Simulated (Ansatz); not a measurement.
## Contact densities of AgCl against volume

```
CELL_PARAMETERS angstrom
3.43397 0.00000 0.00000
0.00000 3.43397 0.00000
0.00000 0.00000 3.43397
ATOMIC_POSITIONS crystal
Ag 0.00000 0.00000 0.00000
Cl 0.50000 0.50000 0.50000
```

Atoms are numbered in the order listed.

Structure from Materials Project entry mp-726265 (possibly hypothetical), not relaxed further.

All numbers below come from Ansatz 0.2.0, DFT, PBEsol, all-electron PAW with datasets made for the crystal, scalar-relativistic.

Settings: a Γ-centred 9×9×9 k mesh, Fermi–Dirac smearing of 0.01 eV, cutoff 260 eV (chosen by the program for this cell), no spin polarisation.

The contact density is the mean electron density over the nuclear volume; its changes follow the s electrons' response to bonding and compression. Changes below are taken from the unscaled cell, where it is 946916 e/Å³ at Ag1, 24046.2 e/Å³ at Cl2.

```json
{"V/V(cell)": "0.9400", "P (GPa)": "-1.7", "Δρ(0) Ag1 (e/Å³)": "3.15", "Δρ(0) Cl2 (e/Å³)": "0.07"}
{"V/V(cell)": "0.9500", "P (GPa)": "-2.3", "Δρ(0) Ag1 (e/Å³)": "2.60", "Δρ(0) Cl2 (e/Å³)": "0.06"}
{"V/V(cell)": "0.9600", "P (GPa)": "-2.8", "Δρ(0) Ag1 (e/Å³)": "?", "Δρ(0) Cl2 (e/Å³)": "0.05"}
{"V/V(cell)": "0.9800", "P (GPa)": "-3.8", "Δρ(0) Ag1 (e/Å³)": "1.01", "Δρ(0) Cl2 (e/Å³)": "0.02"}
{"V/V(cell)": "0.9900", "P (GPa)": "-4.2", "Δρ(0) Ag1 (e/Å³)": "0.50", "Δρ(0) Cl2 (e/Å³)": "0.01"}
{"V/V(cell)": "1.0000", "P (GPa)": "-4.6", "Δρ(0) Ag1 (e/Å³)": "0.00", "Δρ(0) Cl2 (e/Å³)": "0.00"}
{"V/V(cell)": "1.0100", "P (GPa)": "-5.0", "Δρ(0) Ag1 (e/Å³)": "-0.49", "Δρ(0) Cl2 (e/Å³)": "-0.01"}
{"V/V(cell)": "1.0200", "P (GPa)": "-5.3", "Δρ(0) Ag1 (e/Å³)": "-0.96", "Δρ(0) Cl2 (e/Å³)": "-0.02"}
{"V/V(cell)": "1.0400", "P (GPa)": "-5.9", "Δρ(0) Ag1 (e/Å³)": "?", "Δρ(0) Cl2 (e/Å³)": "-0.05"}
{"V/V(cell)": "1.0500", "P (GPa)": "-6.2", "Δρ(0) Ag1 (e/Å³)": "?", "Δρ(0) Cl2 (e/Å³)": "-0.06"}
{"V/V(cell)": "1.0600", "P (GPa)": "-6.4", "Δρ(0) Ag1 (e/Å³)": "-2.77", "Δρ(0) Cl2 (e/Å³)": "-0.07"}
```

Task: Give the missing entry: row "1.0500", column "Δρ(0) Ag1 (e/Å³)".

Result: -2.34.

Task: What belongs in the row "1.0400", column "Δρ(0) Ag1 (e/Å³)"?

Result: -1.89.

Task: Give the missing entry: row "0.9600", column "Δρ(0) Ag1 (e/Å³)".

Result: 2.06.

The datasets are made afresh for each cell, so very small changes are uncertain.
